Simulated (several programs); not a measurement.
## Many methods on one cell: BP (F-43m)

Measured values to be reproduced:
- bulk modulus: 179 GPa (isothermal B0 from Vinet fit to p-V data up to 55 GPa; 300 K; “Equation of state of single-crystal cubic boron phosphide”; 300 K value from Vinet equation-of-state fit to p-V data up to 55 GPa; correlated with B0'; 2014; arxiv:1407.1677)
- volume: 11.7 Å³ an atom (from the lattice constants; cubic a at 300 K; 300 K; “Thermal expansion coefficients of high thermal conducting BAs and BP materials”; 2019; arxiv:1906.04101)

A 2-atom cell of BP started from a crystallographic database, relaxed with r2SCAN in Ansatz, was computed with several methods. The symmetry is F-43m (No. 216, cubic); a = 4.537 Å in the conventional setting, 11.67 Å³ an atom. Around B lie 4 P at 1.96 Å; around P lie 4 B at 1.96 Å. Calculated for a static, non-magnetic cell.

```yaml
crystal:
  lattice:
    - [0.00000, 2.26832, 2.26832]
    - [2.26832, 0.00000, 2.26832]
    - [2.26832, 2.26832, 0.00000]
  atoms:
    - { symbol: B, position: [0.00000, 0.00000, 0.00000] }
    - { symbol: P, position: [0.25000, 0.25000, 0.25000] }
```

Gaps and times are for a single point on this cell; volume and bulk modulus come from each method's own relaxation or energy curve at fixed shape. Times are rough, from shared hosts (Arm Neoverse V1; Intel Xeon 6975P-C; NVIDIA H100 80GB HBM3), and each method has its own mesh and cell size. A star marks a curve whose lowest point is an end point. PM6 (MOPAC), PM7 (MOPAC), GFN1-xTB (tblite), GFN2-xTB (tblite) treat a cluster of cells at its zone centre, which samples few k points: where these miss a band edge, the gap comes out too large for that reason alone. Gaps from k meshes are read at a limited set of points (mesh, symmetry points, PBE's band edges), so each method's own least gap may be somewhat smaller. xTB and the PM methods were fitted mostly to molecules, and can miss a solid's gap by electronvolts. Minimal bases can be far off for gaps. Times of the plane-wave ladder aren't listed, since it ran on unlike processors and cards. GLLB-SC's gap includes the derivative discontinuity. G0W0 is at finite bands, cutoff and mesh. d marks a direct gap, i an indirect one (no mark: not told apart), a dash a value that wasn't computed or didn't pass its checks.

| method | kind | gap (eV) | own volume (Å³/atom) | bulk modulus (GPa) | atoms computed | processor time |
| --- | --- | --- | --- | --- | --- | --- |
| PBEsol | semilocal | – | 11.54 | – | 2 | – |
| light PBE (260 eV and a coarse mesh) | light plane-wave | 1.22 i | – | – | 2 | 0.47 s |
| PBE | semilocal | 1.24 i | 11.76 | 162 | 2 | – |
| LDA | semilocal | 1.18 i | 11.32 | – | 2 | – |
| GFN1-xTB (tblite) | tight binding | 2.05 | 12.02 | 165 | cluster | 2.4 s |
| r2SCAN | semilocal | 1.41 i | 11.67 | 169 | 2 | – |
| PBE/single zeta (GPAW) | small basis | 3.00 i | – | – | 2 | 3.2 s |
| GLLB-SC (GPAW) | model potential | 1.84 | – | – | 2 | 4.4 s |
| GFN2-xTB (tblite) | tight binding | 1.81 | 11.98 | 157 | cluster | 6 s |
| PBE/SZV (CP2K) | small basis | 4.20 i | 12.72* | 155* | 2 | 6.5 s |
| G0W0@PBE0 (180 eV screening cutoff) | many-body | 2.36 | – | – | 2 | – |
| PM7 (MOPAC) | semi-empirical | 6.91 | – | – | cluster | 12 s |
| PBE/DZVP (CP2K) | small basis | 1.30 i | 11.79 | 161 | 2 | 13 s |
| PM6 (MOPAC) | semi-empirical | 7.52 | – | – | cluster | 14 s |
| G0W0@LDA (140 eV screening cutoff) | many-body | 1.83 | – | – | 2 | – |
| G0W0@PBE (260 eV screening cutoff) | many-body | 1.96 | – | – | 2 | – |
| G0W0@r2SCAN (180 eV screening cutoff) | many-body | 2.05 | – | – | 2 | – |
| PBE0 | hybrid | 2.66 i | – | – | 2 | – |
| HSE06 | hybrid | 1.96 i | 11.58 | – | 2 | – |
| Hartree-Fock | exact exchange | 7.86 i | – | – | 2 | – |
| DDH-PBE0 | hybrid | 1.85 i | – | – | 2 | – |
| r2SCAN0 | hybrid | 2.74 i | – | – | 2 | – |
| G0W0@HSE06 (180 eV screening cutoff) | many-body | 2.22 | – | – | 2 | – |

Against HSE06 (1.96 eV) and with closed or daggered gaps left aside, the nearest gap at the points sampled is that of G0W0@PBE (260 eV screening cutoff) (0.00 eV) and the farthest that of Hartree-Fock (+5.90 eV). HSE06 is only a yardstick of convenience, and nearness to it can be luck.

Volumes against r2SCAN's: PBEsol -1.1 %, PBE +0.8 %, LDA -3.0 %, GFN1-xTB (tblite) +3.0 %, GFN2-xTB (tblite) +2.7 %, PBE/DZVP (CP2K) +1.0 %, HSE06 -0.8 %.

Comparison with experiment:
- Bulk modulus, measured 179 GPa: PBE -9.5 %, GFN1-xTB (tblite) -7.6 %, r2SCAN -5.4 %, GFN2-xTB (tblite) -12.4 %, PBE/DZVP (CP2K) -10.2 %.
- Volume, measured 11.7 Å³ an atom: PBEsol -1.3 %, PBE +0.6 %, LDA -3.2 %, GFN1-xTB (tblite) +2.7 %, r2SCAN -0.2 %, GFN2-xTB (tblite) +2.5 %, PBE/DZVP (CP2K) +0.8 %, HSE06 -1.0 %.
The calculations are for a static lattice; samples hold vibrations, temperature and, in optical gaps, excitons. A measured value is shown where most reports agree with it, and only for the quantities listed.
